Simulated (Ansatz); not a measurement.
## Notes on Sn

```yaml
crystal:
  lattice:
    - [0.00000, 2.33541, 2.33541]
    - [2.33541, 0.00000, 2.33541]
    - [2.33541, 2.33541, 0.00000]
  atoms:
    - { symbol: Sn, position: [0.00000, 0.00000, 0.00000] }
```

Method: PBE, no spin polarisation; PAW, plane waves to 420 eV, 12×12×12 Γ-centred mesh, fermi-dirac occupations (width 0.1 eV) (Ansatz 0.2.0), atoms fixed.

(1) What happens at the Fermi level?

(2) Describe some of the short contacts.

(3) What does the stress say?

Origin: a known structure type with other elements, at an estimated volume, so it need not be a known compound.

Answers

(1) It is a metal, with about 0.51 states/eV a cell as the mean within 0.25 eV of the Fermi level, mostly Sn p (79 %) and Sn s (17 %).

(2) Sn–Sn at 3.30 Å: least valence density 0.16 e/Å³ and ELF 0.32 there. These are pseudo-fields; inside the PAW spheres they differ from the all-electron ones.

(3) The pressure is 5.5 GPa (compression positive), so with the atoms held at these fractions the cell would first expand.
